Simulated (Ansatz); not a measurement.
Input and command of a plane-wave DFT calculation in Ansatz:

```yaml
crystal:
  lattice:
    - [-3.0841136445, 3.0841136445, 2.5247022101]
    - [3.0841136445, -3.0841136445, 2.5247022101]
    - [3.0841136445, 3.0841136445, -2.5247022101]
  atoms:
    - { symbol: Ta, position: [0.7081442324, 0.880975189, 0.5] }
    - { symbol: Ta, position: [0.7918557676, 0.2918557676, 0.1728309566] }
    - { symbol: Ta, position: [0.380975189, 0.2081442324, 0.5] }
    - { symbol: Ta, position: [0.119024811, 0.619024811, 0.8271690434] }
    - { symbol: Si, position: [0.25, 0.25, 0.0] }
    - { symbol: Si, position: [0.75, 0.75, 0.0] }
basis:
  ecutwfc: 500
kpoints:
  mp_grid: { grid: [12, 12, 12] }
hamiltonian:
  xc: r2scan
scf:
  occupations: { method: gaussian, width: 0.15 }
output:
  forces: true
  stress: true
  eigenvalues: true
```

```bash
ansatz run input.yaml --threads 2 --pin off --max-ram 5120MiB --backend cpu --events-out ev --progress --plain --runs-dir out
```

Processor: Oxide Virtual Turin-like Processor (Zen 5), 2 threads, on a host shared with other jobs.

Problem. How long does it run, and how much memory does it take?

Solution. About 36 s on 2 threads of Oxide Virtual Turin-like Processor (Zen 5), with other jobs on the host, peak memory 0.94 GiB. It solves 36 bands at 163 k points (the mesh reduced by symmetry) with about 2441 plane waves, in 7 SCF iterations.
